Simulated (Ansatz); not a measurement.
# InSe: the cost of one run

All numbers are computed with the Python package of Ansatz 0.2.0. Level of theory: DFT PBEsol, plane waves, PAW.

The COD entry's cell or inner coordinates are ideal or old and differ from later refinements, so a difference from it is no clean test against experiment.

## (1) The system

The structure is trigonal, space group R3m (No. 160). The conventional cell has a = 4.000 Å, b = 4.000 Å, c = 25.320 Å, α = 90.00°, β = 90.00°, γ = 120.00°. In (site symmetry 3m) is surrounded by 3 Se at 2.64 Å and 1 In at 2.82 Å. Around In (site symmetry 3m) lie 3 Se at 2.63 Å and 1 In at 2.82 Å. Se (site symmetry 3m) has 3 In at 2.64 Å as nearest neighbours. Se (site symmetry 3m) is surrounded by 3 In at 2.63 Å.

The script holds or builds the structure itself.

## (2) Script

Contents of mass.py:

```python
"""Band curvature masses of InSe."""

import logging
import sys

import ansatz as az
from ase import Atoms
import numpy as np

logging.basicConfig(stream=sys.stdout, format="[%(levelname)s] %(message)s")
log = logging.getLogger("run")
log.setLevel(logging.INFO)


def main() -> None:
    atoms = Atoms(
        ["In", "In", "Se", "Se"],
        scaled_positions=[
            [0.0, 0.0, 0.0],
            [0.1114, 0.1114, 0.1114],
            [0.6165, 0.6165, 0.6165],
            [0.8281, 0.8281, 0.8281],
        ],
        cell=[
            [2.0, 1.15470054, 8.44],
            [-2.0, 1.15470054, 8.44],
            [0.0, -2.30940108, 8.44],
        ],
        pbc=True,
    )
    xtal = az.Crystal.from_ase(atoms)

    base = (
        xtal.calculation()
        .kpoints(6, 6, 6)
        .functional("PBEsol")
        .pseudopotentials("paw")
        .occupations("fixed")
    )
    # step 1: where the edges lie on the mesh
    outcome = base.band_table().run(threads=1, backend="cpu")
    r = outcome.report
    levels = np.array(r["eigenvalues_ev"])
    filled = round(r["n_electrons"] / 2)
    edges = {"top filled band": (filled - 1, levels[:, filled - 1].argmax()), "lowest empty band": (filled, levels[:, filled].argmin())}
    gap = levels[:, filled].min() - levels[:, filled - 1].max()
    log.info(f"gap on the mesh {gap:.3f} eV")
    if gap <= 0.05:
        log.info("no gap: band-edge masses have no meaning here")
        edges = {}
    reciprocal = 2 * np.pi * np.linalg.inv(outcome.lattice.cell_ang).T
    step = 0.008  # 1/A

    # m/m_e = (hbar^2/m_e) / (d2E/dk2), with hbar^2/m_e = 7.61996 eV A^2
    pairs = [(0, 1), (0, 2), (1, 2)]
    moves = [sign * axis for axis in np.eye(3) for sign in (-1, 1)]
    moves += [s1 * np.eye(3)[i] + s2 * np.eye(3)[j] for i, j in pairs for s1 in (1, -1) for s2 in (1, -1)]
    for name, (band, index) in edges.items():
        together = int(np.sum(np.abs(levels[index] - levels[index, band]) < 2e-3))
        print(name, "at k =", np.round(r["kpoints_frac"][index], 4), f"E = {levels[index, band]:.4f} eV, degeneracy {together}")
        centre = np.array(r["kpoints_frac"][index]) @ reciprocal
        points = [centre] + [centre + step * move for move in moves]
        table = base.band_structure(points, intervals=1, cartesian=True).run(threads=1, backend="cpu").band_structure().channels[0].eigenvalues_ev
        if together > 1:
            level = np.flatnonzero(np.abs(levels[index] - levels[index, band]) < 2e-3)
            along = (table[1, level] + table[2, level] - 2 * table[0, level]) / step ** 2
            print("  degenerate level, no single mass tensor; masses of its branches along x:", np.round(7.61996 / along, 3), "m_e")
            continue
        e = table[:, band]
        hessian = np.diag((e[1:7:2] + e[2:7:2] - 2 * e[0]) / step ** 2)
        for (i, j), (pp, pm, mp, mm) in zip(pairs, e[7:].reshape(3, 4)):
            hessian[i, j] = hessian[j, i] = (pp - pm - mp + mm) / (4 * step ** 2)
        curvatures, axes = np.linalg.eigh(hessian)
        slope = (e[2:7:2] - e[1:7:2]) / (2 * step)
        print("  slope (eV A):", np.round(slope, 3) + 0.0, "" if np.abs(slope).max() < 0.05 else "- no extremum here, so these are local curvatures and no band-edge masses")
        for curvature, axis in zip(curvatures, axes.T):
            print(f"  principal mass {7.61996 / curvature:8.3f} m_e along", np.round(axis, 2) + 0.0)


if __name__ == "__main__":
    main()
```

## (3) The calls as engine input

The engine receives this input (first run):

```yaml
crystal:
  lattice:
    - [2.0, 1.15470054, 8.44]
    - [-2.0, 1.15470054, 8.44]
    - [0.0, -2.30940108, 8.44]
  atoms:
    - { symbol: In, position: [0.0, 0.0, 0.0] }
    - { symbol: In, position: [0.1114, 0.1114, 0.1114] }
    - { symbol: Se, position: [0.6165, 0.6165, 0.6165] }
    - { symbol: Se, position: [0.8281, 0.8281, 0.8281] }
kpoints:
  mp_grid:
    grid: [6, 6, 6]
hamiltonian:
  xc: pbesol
  pseudopotentials:
    kind: paw
scf:
  occupations:
    method: fixed
output:
  eigenvalues: true
```

## (4) The run

Started as:

```bash
> python mass.py
```

**Question.** How long does this script take on 1 thread of Arm Neoverse V2, shared host, and how much memory does it need?

About 37 s, with a peak of 0.46 GiB.
